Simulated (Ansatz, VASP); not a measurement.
## Two plane-wave programs on Fe

```
Fe
1.0
    -1.37460    1.37460    1.37460
     1.37460   -1.37460    1.37460
     1.37460    1.37460   -1.37460
Fe
1
Direct
  0.00000 0.00000 0.00000
```

Alike in both runs: task single point; functional LDA; k mesh 16 × 16 × 16; occupations gaussian, width 0.01 eV; collinear spin.

|  | VASP | Ansatz |
| --- | --- | --- |
| version | VASP 6.6.1 | Ansatz 0.2.0 |
| potentials or method | VASP PAW LDA potentials, release 64 (Fe) | plane waves (420 eV) with PAW, scalar-relativistic |
| plane-wave cutoff (eV) | 520 | 420 |
| valence electrons in the cell | 8 | 16 |

```csv
,VASP,Ansatz,Ansatz less VASP
pressure (GPa),-0.9,-0.6,+0.36
net moment per atom (μB),1.94,1.95,+0.003
size of the moment on the site where the two differ most (μB),1.91,1.94,+0.034
```

Site moments also hang on the region over which each program counts them. The two sets of potentials don't hold the same shells in valence. Ansatz warned: «pseudo_functional_mismatch».
